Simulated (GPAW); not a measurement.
Here is a GPAW 26.7.0 calculation.

File run.py:

```python
from ase import Atoms
from ase.dft.bandgap import bandgap
from ase.io import write
from ase.units import GPa
from gpaw import GPAW, PW, setup_paths

setup_paths.insert(0, '.')

atoms = Atoms(['Ni', 'Si', 'Si'],
              cell=[[0.0, 2.703, 2.703],
                    [2.703, 0.0, 2.703],
                    [2.703, 2.703, 0.0]],
              scaled_positions=[[0.0, 0.0, 0.0],
                                [0.75, 0.75, 0.75],
                                [0.25, 0.25, 0.25]],
              pbc=True)
atoms.set_initial_magnetic_moments([1.0, 0.0, 0.0])

calc = GPAW(mode=PW(600),
            xc='PBEsol',
            kpts={'size': (9, 9, 9), 'gamma': True},
            occupations={'name': 'fermi-dirac', 'width': 0.05},
            nbands=24,
            convergence={'density': 1e-05, 'energy': 1e-05},
            maxiter=150,
            txt='gpaw.txt')
atoms.calc = calc
energy = atoms.get_potential_energy()
forces = atoms.get_forces()
stress = atoms.get_stress()
calc.write('gs.gpw')
write('result.traj', atoms)
print(f'Energy: {energy:.6f} eV')
print('Forces (eV/A):')
print(forces.round(4))
print('Stress (GPa):', (stress / GPa).round(3))
print('Moments:', calc.get_magnetic_moments().round(3))
print('Fermi level:', round(calc.get_fermi_level(), 4), 'eV')
print(f'Gap: {bandgap(calc)[0]:.4f} eV, direct: {bandgap(calc, direct=True)[0]:.4f} eV')
```

Potentials or basis: PAW data sets generated in the run's folder for this functional, pw.

Command:

```sh
$ gpaw-setup -f PBEsol Ni Si
$ OMP_NUM_THREADS=1 python run.py
```

(1) Estimate the net moment.

(2) What does it give for the pressure?

(3) Predict the band gap on the k mesh.

Answers

(1) 0.00 μB per cell.

(2) 0.4 GPa.

(3) none (metal or under the smearing width).

Caveat: the stock nickel data set gives pressures a few GPa off other programs.
